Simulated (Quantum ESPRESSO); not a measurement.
The system is Sn.

```
Sn
1.0
    -1.72654    1.77555    2.33834
     1.72654   -1.77555    2.33834
     1.72654    1.77555   -2.33834
Sn
1
Direct
  0.00000 0.00000 0.00000
```

This isn't the form of Sn at room conditions, which is tetragonal (white tin).

Base run:

| Quantity | Value |
| --- | --- |
| Program | Quantum ESPRESSO 7.5 |
| Functional | RPBE |
| Potentials or basis | SG15 PBE 1.2 |
| Cutoff | 952 eV |
| Density cutoff | 3810 eV |
| k mesh | 11 × 11 × 11 |
| Occupations | fermi-dirac, width 0.05 eV |
| Spin | no spin polarisation |

Its results: band gap on the k mesh none (metal or under the smearing width); pressure 0.9 GPa.

Problem. The run is repeated on the same cell with these changes: functional from RPBE to vdW-DF-cx. What comes out?

Solution. Band gap on the k mesh none (metal or under the smearing width); pressure -3.4 GPa.

Caveats: the potentials were made for another functional, which shifts forces and pressure; spin-orbit coupling is left out, which moves the levels of the heavy elements.
